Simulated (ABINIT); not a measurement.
# Quasiparticle gap of GaAs (F-43m) in ABINIT, part 3 of 3

Aim: the G0W0 gap of GaAs (F-43m) on PBE, step by step.

ABINIT 10.8.3; PBE and many-body steps on it, plane waves. Known limits of the many-body steps: not at the basis limit; screening runs away on this mesh; no spin-orbit coupling; coarse k mesh.

So far. Step 4 (Empty states on the mesh, 4×4×4 mesh, 148 bands): On this mesh the gap is 0.508 eV. Step 5 (Screening, 4×4×4 mesh, 140 bands, screening to 163.3 eV): Local fields lower ε∞ by 6 %. The value itself is an artefact of the mesh, where one narrow direct gap carries too much weight.

### 6. Self-energy, 4×4×4 mesh, 140 bands, screening to 163.3 eV

The self-energy is evaluated for the states that the input lists, and the levels follow from it, in one-shot runs by the linearised quasiparticle equation.

This step: G0W0 on PBE, plane waves, norm-conserving pseudopotentials.

Contents of run.abi:

```
acell 3*1.0 Angstrom
rprim 
  0.000000000000 2.826850000000 2.826850000000
  2.826850000000 0.000000000000 2.826850000000
  2.826850000000 2.826850000000 0.000000000000
ntypat 2
znucl 31 33
natom 2
typat 1 2
xred 
  0.000000000000 0.000000000000 0.000000000000
  0.250000000000 0.250000000000 0.250000000000
pp_dirpath "pseudos"
pseudos "Ga.upf, As.upf"
ecut 45
ngkpt 4 4 4
nshiftk 1
shiftk 0 0 0
kptopt 1
chksymbreak 0
istwfk *1
occopt 1
irdwfk 1
optdriver 4
nband 140
gwcalctyp 0
ecutsigx 45
symsigma 1
nkptgw 1
kptgw 
  0.0000000000 0.0000000000 0.0000000000
bdgw 
  20 26
ecuteps 6
irdscr 1
ppmodel 1
indata_prefix "in"
outdata_prefix "out"
tmpdata_prefix "tmp"
```

The run is started by

```
$ OMP_NUM_THREADS=1 mpirun -n 8 abinit run.abi > log
```

Numbers of over 12 decimals in the logs are rounded to 6 here.

What it wrote:

```text
.Version 10.8.3 of ABINIT. v10.8.2 released Aug 2026.

 Symmetries : space group F-4 3 m (#216); Bravais cF (face-center cubic)
[... echo of the input left out ...]
== DATASET  1 ==================================================================
-   mpi_nproc: 8, omp_nthreads: 1 (-1 if OMP is not activated)

--- !DatasetInfo
iteration_state: {dtset: 1, }
dimensions: {natom: 2, nkpt: 8, mband: 140, nsppol: 1, nspinor: 1, nspden: 1, mpw: 4477, }
cutoff_energies: {ecut:  45.0, pawecutdg:  -1.0, }
electrons: {nelect:   4.40000000E+01, charge:   0.00000000E+00, occopt:   1.00000000E+00, tsmear:   1.00000000E-02, }

 SIGMA: Calculation of the GW corrections

 Based on a program developped by R.W. Godby, V. Olevano, G. Onida, and L. Reining.
 Incorporated in ABINIT by V. Olevano, G.-M. Rignanese, and M. Torrent.
.Using double precision arithmetic ; gwpc =  8

[... cell and pseudopotentials left out ...]
--------------------------------------------------------------------------------

 ==== K-mesh for the wavefunctions ====
 Number of points in the irreducible wedge :     8
[... list of points left out ...]
 Together with 24 symmetry operations and time-reversal symmetry
 yields    64 points in the full Brillouin Zone.

 ==== Q-mesh for screening function ====
 Number of points in the irreducible wedge :     8
[... list of points left out ...]
 Together with 24 symmetry operations and time-reversal symmetry
 yields    64 points in the full Brillouin Zone.

 vcoul_init : cutoff-mode = AUXILIARY_FUNCTION
 q-points for optical limit:   1
     1)      0.000010    0.000020    0.000030
 setmesh: FFT mesh size selected  =    45x   45x   45
          total number of points  =        91125

 Number of electrons calculated from density =   44.0000; Expected =   44.0000
 average of density, n =  0.144317
 r_s =    1.1827
 omega_plasma =   36.6450 [eV]

 === KS Band Gaps ===
  >>>> For spin  1
   Minimum direct gap =   0.5078 [eV], located at k-point      :   0.0000  0.0000  0.0000
   Fundamental gap    =   0.5078 [eV], Top of valence bands at :   0.0000  0.0000  0.0000
                                       Bottom of conduction at :   0.0000  0.0000  0.0000
 SIGMA fundamental parameters:
 PLASMON POLE MODEL  1
 number of plane-waves for SigmaX                 4477
 number of plane-waves for SigmaC and W            181
 number of plane-waves for wavefunctions          4477
 number of bands                                   140
 number of independent spin polarizations            1
 number of spinorial components                      1
 number of k-points in IBZ                           8
 number of q-points in IBZ                           8
 number of symmetry operations                      24
 number of k-points in BZ                           64
 number of q-points in BZ                           64
 number of frequencies for dSigma/dE                 9
 frequency step for dSigma/dE [eV]                0.25
 number of omega for Sigma on real axis              0
 max omega for Sigma on real axis  [eV]           0.00
 zcut for avoiding poles [eV]                     0.10

 EPSILON^-1 parameters (SCR file):
 dimension of the eps^-1 matrix on file            181
 dimension of the eps^-1 matrix used               181
 number of plane-waves for wavefunctions          4477
 number of bands                                   140
 number of q-points in IBZ                           8
 number of frequencies                               2
 number of real frequencies                          1
 number of imag frequencies                          1

 matrix elements of self-energy operator (all in [eV])

 Perturbative Calculation

--- !SelfEnergy_ee
iteration_state: {dtset: 1, }
kpoint     : [   0.000,    0.000,    0.000, ]
spin       : 1
KS_gap     :    0.508
QP_gap     :    1.126
Delta_QP_KS:    0.618
data: !SigmaeeData |
     Band     E0 <VxcDFT>   SigX SigC(E0)      Z dSigC/dE  Sig(E)    E-E0       E
       20   5.666 -14.357 -16.013   1.108   0.800  -0.251 -14.795  -0.438   5.228
       21   5.666 -14.357 -16.013   1.108   0.800  -0.251 -14.795  -0.438   5.228
       22   5.666 -14.357 -16.013   1.108   0.800  -0.251 -14.795  -0.438   5.228
       23   6.174 -14.700 -10.607  -3.868   0.803  -0.245 -14.520   0.180   6.354
       24   9.403 -11.528  -7.015  -4.391   0.803  -0.245 -11.430   0.098   9.501
       25   9.403 -11.528  -7.015  -4.391   0.803  -0.245 -11.430   0.098   9.501
       26   9.403 -11.528  -7.015  -4.391   0.803  -0.245 -11.430   0.098   9.501

== END DATASET(S) ==============================================================
================================================================================

 -outvars: echo values of variables after computation  --------
           etotal      0.0000000000E+00
            nband         140
             nkpt           8
          spgroup         216
 [... the other variables as echoed above ...]

 Calculation completed.
```

Wall time 8.2 s (8 MPI ranks of Arm Neoverse N1, shared host); peak memory 1.1 GiB.

This step gave:

| Property | Result |
| --- | --- |
| G0W0 gap on the points computed | 1.126 eV |
| starting gap on the mesh | 0.5078 eV |
| k of the valence top | 0, 0, 0 |
| k of the conduction bottom | 0, 0, 0 |
| Z at the valence top | 0.8 |
| Z at the conduction bottom | 0.803 |
| least direct G0W0 gap on the computed points | 1.126 eV |

The gap on the mesh goes from 0.51 eV to 1.13 eV, a correction of +0.62 eV.

Limits: finite bands, cutoff and mesh; no spin-orbit coupling; coarse k mesh. v1 is the top filled band, c1 the lowest empty one. Levels before and after the correction, in eV, zero at the valence-band top of each column:

|  | conduction bottom | valence top |
| --- | --- | --- |
| Kohn-Sham | 0.51 | 0.00 |
| G0W0 | 1.13 | 0.00 |

|  | level | energy (eV) |
| --- | --- | --- |
| Kohn-Sham | Γ v3-v1 | 0.000 |
| Kohn-Sham | Γ c1 | 0.508 |
| Kohn-Sham | Γ c2-c4 | 3.737 |
| G0W0 | Γ v3-v1 | 0.000 |
| G0W0 | Γ c1 | 1.126 |
| G0W0 | Γ c2-c4 | 4.273 |

### 7. Where the time went

Times are wall times on 8 MPI ranks of Arm Neoverse N1, shared host, good to a factor of about two.

| step | time | share | memory (GiB) |
| --- | --- | --- | --- |
| ground state | 23 s | 10 % | 0.73 |
| bands along the symmetry lines | 28 s | 12 % | 0.61 |
| empty states on the mesh | 1.8 min | 46 % | 8.7 |
| screening | 65 s | 28 % | 2.0 |
| self-energy | 8.2 s | 4 % | 1.1 |

### 8. Outcome

```yaml
pbe_gap: 0.51 eV, direct
g0w0_gap_on_the_mesh: 1.13 eV
gw_settings: 4×4×4 mesh, 140 bands, screening to 163.3 eV, Godby-Needs plasmon pole
known_limits: not at the basis limit; screening runs away on this mesh; no spin-orbit coupling; coarse k mesh
```

In words: G0W0 moves the gap on the mesh from 0.51 eV to 1.13 eV (+0.62 eV), with Z of 0.80 and 0.80 at the edges. Local fields lower the RPA ε∞ on this mesh from 149.57 to 140.78; a Γ-centred mesh this coarse tends to raise both, most where the direct gap is narrow, while a short band sum lowers them. Only 1 of the mesh's irreducible points was corrected, so a valley elsewhere could overtake. The dearest step here is «empty states on the mesh». Against experiment, by G0W0@PBE: the direct gap of 1.13 eV lies −0.38 eV from the measured 1.51 eV (exciton, 77 K, 2020); the direct gap of 1.13 eV lies −0.29 eV from the measured 1.418 ± 0.005 eV (direct, 300 K, 2008); the direct gap of 1.13 eV lies −0.29 eV from the measured 1.412 ± 0.01 eV (direct, 300 K, 2008); the direct gap of 1.13 eV lies −0.29 eV from the measured 1.42 eV (direct, 300 K, 2004). An exciton line or allowed optical edge lies below the quasiparticle gap by the binding energy; a forbidden edge can push the onset above it. The calculation has static nuclei and no excitons; a measured gap holds zero-point and thermal motion, which mostly lowers it. Bands and cutoff are finite, so the gap is not at the basis limit. The miss can reach some tenths of an eV and take either sign; the mesh is an error of its own. In the G0W0 run levels were corrected at 1 k point alone, so a gap called «on the mesh» is the least over those, and an edge elsewhere would be missed. The 4×4×4 mesh is coarse for this cell, which bears on the long-range parts of exchange and screening. On this mesh the RPA ε∞ passes 90, more than nearly any semiconductor shows; a coarse mesh does this where one point with a narrow direct gap carries much weight. The screening is then too strong, and the G0W0 gap should not be taken as the material's. The many-body steps are scalar-relativistic: spin-orbit coupling is not in them.

[Paths, hosts, dates, memory and timing lines, banners, echoed tables and standing remarks are left out of the program output.]

[Logs are printed without paths, hosts, clocks, repeated set-up lines and the standing remarks that a program may print on its own settings, such as how far it seeks lower states.]

[Runs of the session that timed out or met a known fault of the program may be left out.]

[Hosts, paths, dates, database ids (printed as entryN), source tags and the programs' standing remarks are cut or masked in the printed files.]

[G0W0 gaps are taken among the corrected bands and points alone; a level outside them can change the order at an edge.]

[Where Ansatz stands beside ABINIT at settings called matched, ABINIT's density can come from a denser mesh and the files from another edition; pairs whose starting gaps differed by over 0.03 eV were left out, so agreement reads better than it is.]
